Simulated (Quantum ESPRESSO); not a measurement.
The system is CoO.

```
CELL_PARAMETERS angstrom
2.85630 0.00000 0.00000
-1.42815 2.47363 0.00000
0.00000 0.00000 2.78761
ATOMIC_POSITIONS crystal
Co 0.00000 0.00000 0.00000
O 0.66667 0.33333 0.50000
```

Measurements of this composition are mostly on another form, of space group No. 225.

Base run:

| Quantity | Value |
| --- | --- |
| Program | Quantum ESPRESSO 7.5 |
| Functional | LDA |
| Potentials or basis | SSSP 1.3 efficiency PBE |
| Cutoff | 748 eV |
| Density cutoff | 5987 eV |
| k mesh | 11 × 11 × 10 |
| Occupations | fermi-dirac, width 0.05 eV |
| Spin | collinear spin, ferromagnetic start |
| Starting moments | [2.0, 0.0] μB |
| Hubbard terms | Co d U = 3 eV |

Its results: band gap on the k mesh none (metal or under the smearing width); pressure -18.7 GPa; net moment 3.00 μB per cell; site moments Co +2.57; O +0.34 μB.

Task: The run is repeated on the same cell with these changes: hubbard terms from Co d U = 3 eV to Co d U = 1 eV. What comes out?

Result: Band gap on the k mesh none (metal or under the smearing width); pressure -24.0 GPa; net moment 3.00 μB per cell; site moments Co +2.52; O +0.41 μB.

Caveats: the potentials were made for another functional, which shifts forces and pressure; a cell with one magnetic atom can't hold antiferromagnetic order, which such compounds often take.
